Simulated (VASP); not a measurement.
Input of a VASP 6.6.1 run:

File INCAR:

```
PREC = Accurate
ENCUT = 520
EDIFF = 1E-6
ISMEAR = 0
SIGMA = 0.1
LREAL = False
LASPH = True
NELM = 100
ALGO = Fast
ISIF = 2
LWAVE = False
LCHARG = False
LDIPOL = True
IDIPOL = 3
DIPOL = 0.5 0.5 0.500
GGA = PE
IVDW = 12
NBANDS = 30
```

File KPOINTS:

```
Automatic mesh
0
Gamma
  9 7 1
```

POSCAR

```
P
1.0
    3.3225242949      0.0000000000      0.0000000000
    0.0000000000      4.1668621241      0.0000000000
    0.0000000000      0.0000000000     24.2641153213
P
8
Direct
    0.5000000000      0.9280971978      0.3503115563
    0.0000000000      0.5719028022      0.3503115563
    0.5000000000      0.0719028022      0.4396762377
    0.0000000000      0.4280971978      0.4396762377
    0.0000000000      0.9278178114      0.5599676216
    0.5000000000      0.5721821886      0.5599676216
    0.0000000000      0.0732359270      0.6491324922
    0.5000000000      0.4267640730      0.6491324922
```

Potentials or basis: VASP PAW PBE potentials, release 64 (P).

Command:

```bash
$ cat potpaw_PBE.64/P/POTCAR > POTCAR
$ mpirun -np 1 vasp_std > vasp.out
```

Task: Predict the band gap on the k mesh.

Result: 0.14 eV, indirect (least direct gap 0.14 eV).

Task: Predict the dispersion energy per atom.

Result: -0.327 eV.

Forces on the atoms (eV/Å):
```
P    0.000 -0.137  0.069
P    0.000  0.137  0.069
P    0.000  0.060 -0.070
P    0.000 -0.060 -0.070
P    0.000 -0.048  0.038
P    0.000  0.048  0.038
P    0.000  0.017 -0.037
P    0.000 -0.017 -0.037
```
